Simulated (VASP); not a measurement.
Write the native input for VASP 6.6.1 that does the following.

```yaml
Task: relaxation of cell and atoms
Functional: LDA
Potentials_or_basis: VASP PAW LDA potentials, release 64 (Cu, Cl)
Cutoff: 600 eV
k_mesh: 10 × 10 × 10
Occupations: gaussian, width 0.03 eV
Spin: no spin polarisation
Further_INCAR_settings: ALGO = Normal; EDIFF = 1e-07; IBRION = 2; EDIFFG = -0.005; NSW = 90; ISIF = 3
```

The structure of CuCl (Nantokite) lies in POSCAR:

```
CuCl                                    
1.0
    0.0000000000      2.6083137339      2.6083137339
    2.6083137339     -0.0000000000      2.6083137339
    2.6083137339      2.6083137339     -0.0000000000
  Cu              Cl            
     1     1
Direct
     0.0000000000000000    0.0000000000000000    0.0000000000000000
     0.2500000000000000    0.2500000000000000    0.2500000000000000
```

One way to write it, as run:

INCAR

```
  PREC = Accurate
  ENCUT = 600
  EDIFF = 1E-7
  ISMEAR = 0
  SIGMA = 0.03
  LREAL = F
  LASPH = T
  NELM = 80
  ALGO = Normal
  ISIF = 3
  LWAVE = F
  LCHARG = F
  IBRION = 2
  NSW = 90
  EDIFFG = -0.005
```

KPOINTS

```
regular mesh
0
Gamma
  10 10 10
```

Potentials or basis: VASP PAW LDA potentials, release 64 (Cu, Cl).

Launch:

```sh
$ cat potpaw_LDA.64/Cu/POTCAR potpaw_LDA.64/Cl/POTCAR > POTCAR
$ mpirun -np 1 vasp_std > vasp.out
```

Results of the run:

| Quantity | Value |
| --- | --- |
| Pressure after relaxing | 0.0 GPa |
| Band gap on the k mesh | 0.65 eV, direct |

Caveat: the relaxation stopped at its first step, so nothing moved.

It took 16 s on 1 thread of Intel(R) Xeon(R) Platinum 8488C (Sapphire Rapids), with other jobs on the host, peak memory 0.16 GiB.
